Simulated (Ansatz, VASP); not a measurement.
## Two plane-wave programs on CdTe

POSCAR

```
CdTe
1.0
    0.0000000000      3.2344092117      3.2344092117
    3.2344092117      0.0000000000      3.2344092117
    3.2344092117      3.2344092117      0.0000000000
Cd Te
1 1
Direct
    0.0000000000      0.0000000000      0.0000000000
    0.2500000000      0.2500000000      0.2500000000
```

File INCAR.step1:

```
SYSTEM = CdTe
PREC = Accurate
ENCUT = 520
ISMEAR = 0
SIGMA = 0.05
LREAL = .False.
LASPH = .True.
NELM = 60
NBANDS = 16
GGA = PE
ALGO = Normal
EDIFF = 1E-4
LWAVE = .True.
LCHARG = .False.
```

File INCAR.step2:

```
SYSTEM = CdTe
PREC = Accurate
ENCUT = 520
EDIFF = 1E-6
ISMEAR = 0
SIGMA = 0.05
LREAL = .False.
LASPH = .True.
NELM = 60
ALGO = Normal
ISIF = 2
LWAVE = .False.
LCHARG = .False.
METAGGA = R2SCAN
LMIXTAU = .True.
NBANDS = 16
ISTART = 1
```

The input KPOINTS:

```
Automatic mesh
0
Gamma
  10 10 10
  0 0 0
```

Input for Ansatz:

```yaml
crystal:
  lattice:
    - [0.0, 3.2344092117, 3.2344092117]
    - [3.2344092117, 0.0, 3.2344092117]
    - [3.2344092117, 3.2344092117, 0.0]
  atoms:
    - { symbol: Cd, position: [0.0, 0.0, 0.0] }
    - { symbol: Te, position: [0.25, 0.25, 0.25] }
basis:
  ecutwfc: 500
  ecutrho_ratio: 4
kpoints:
  mp_grid: { grid: [10, 10, 10] }
hamiltonian:
  xc: r2scan
scf:
  occupations: { method: gaussian, width: 0.05 }
output:
  forces: true
  stress: true
  eigenvalues: true
```

Alike in both runs: task single point; functional r2SCAN; k mesh 10 × 10 × 10; occupations gaussian, width 0.05 eV; no spin polarisation.

|  | VASP | Ansatz |
| --- | --- | --- |
| version | VASP 6.6.1 | Ansatz 0.2.0 |
| potentials or method | VASP PAW PBE potentials, release 64 (Cd, Te) | scalar-relativistic, plane waves, PAW |
| plane-wave cutoff (eV) | 520 | 500 |
| valence electrons in the cell | 18 | 36 |

|  | VASP | Ansatz | Ansatz less VASP |
| --- | --- | --- | --- |
| gap on the k mesh at the Fermi level (eV) | 1.29 | 1.30 | +0.006 |
| least direct gap on the mesh (eV) | 1.29 | 1.30 | +0.006 |
| pressure (GPa) | 1.9 | 1.8 | -0.13 |

The two sets of potentials don't hold the same shells in valence.

Caveats: the PAW data sets were made with another functional, which shifts forces and pressure a little (VASP); spin-orbit coupling is left out, which moves the levels of the heavy elements. r2SCAN opens gaps a little over a GGA but as a rule still falls short of measured ones.
